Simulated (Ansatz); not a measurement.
Consider the hydrogen abstraction from the O–H bond: `[OH][Ga]([F])[Cl]` + `F[C](F)F`• → `[O][Ga]([F])[Cl]`• + trifluoromethane.

Isolated molecules relaxed with PBE0-D4/def2-TZVP in Ansatz; ΔE leaves out vibrations. CCSD(T)/CBS is the MP2 limit (def2-TZVPP, def2-QZVPP) plus CCSD(T) − MP2 in def2-TZVPP, frozen cores. This one scheme is used for every species. Functionals use def2-TZVPP. B3LYP here is the variant with VWN-RPA as its local correlation; programs differ in this. No spin–orbit coupling; open shells (•) take unrestricted orbitals. For Ga outer-core shells are correlated without core-valence functions, which leaves a few kJ/mol of doubt a bond. Scalar relativity is left out up to krypton. Each species was taken in one conformer, which may not be the lowest.

(1) Is it downhill or uphill in electronic energy at CCSD(T)/CBS, and by how much? (Best estimate.)

(2) What do these levels give: r2SCAN-D4, BHLYP-D4, B3LYP, LC-ωPBE, CCSD/def2-TZVPP, SCS-MP2/def2-QZVPP? (Best estimate.)

Largest T1 diagnostic among the species: 0.014.

## Answers

(1) Computed: Uphill: ΔE = +14.2 kcal/mol.

(2) The calculation gave: r2SCAN-D4 14.8, BHLYP-D4 8.5, B3LYP 12.4, LC-ωPBE 14.8, CCSD/def2-TZVPP 11.1, SCS-MP2/def2-QZVPP 15.4 kcal/mol.

From r2SCAN to r2SCAN0 (25 % exact exchange), in def2-TZVPP and without D4, ΔE moves by −1.7 kcal/mol. Leaving LDA and LC-ωPBE aside and taking each functional with its dispersion term where it has one, the values, not all of them listed here, spread over 7.7 kcal/mol, from BHLYP-D4 to PBE-D4. LDA lies +6.4 kcal/mol from PBE without D4.
